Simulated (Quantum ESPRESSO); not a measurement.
ZrN under changes of volume

One of the cells (12.167 Å³/atom); the others are scaled copies at fixed shape and fractional positions:

```
CELL_PARAMETERS angstrom
0.00000 2.30000 2.30000
2.30000 0.00000 2.30000
2.30000 2.30000 0.00000
ATOMIC_POSITIONS crystal
Zr 0.50000 0.50000 0.50000
N 0.00000 0.00000 0.00000
```

```yaml
Program: Quantum ESPRESSO 7.5
Functional: PBEsol
Potentials_or_basis: PseudoDojo 0.4.1 SR PBEsol standard
Cutoff: 1143 eV
Density_cutoff: 4572 eV
k_mesh: 10 × 10 × 10
Occupations: fermi-dirac, width 0.05 eV
Spin: no spin polarisation
```

| volume (Å³/atom) | energy over the lowest point (meV/atom) | pressure (GPa) |
| --- | --- | --- |
| 11.437 | 9.15 | 9.1 |
| 11.680 | 0.13 | 2.9 |
| 11.924 | 0.00 | -2.6 |
| 12.167 | ? | ? |
| 12.410 | 22.82 | -12.0 |
| 12.654 | 44.20 | -16.0 |
| 12.897 | 71.32 | -19.6 |

Question: What does the run at 12.167 Å³/atom give?

Answer: Energy over the lowest point 7.84 meV/atom; pressure -7.6 GPa.

Worked out: A Birch-Murnaghan fit of order 3 (a polynomial in V^(-2/3)) to the other rows has its minimum at 11.80 Å³/atom with B0 = V·E''(V) = 268 GPa and B' = 4.3. It gives 7.84 meV/atom at 12.167 Å³/atom, against the run's 7.84, and -dE/dV = -7.6 GPa, against -7.6.

Energies are extrapolated to zero smearing.
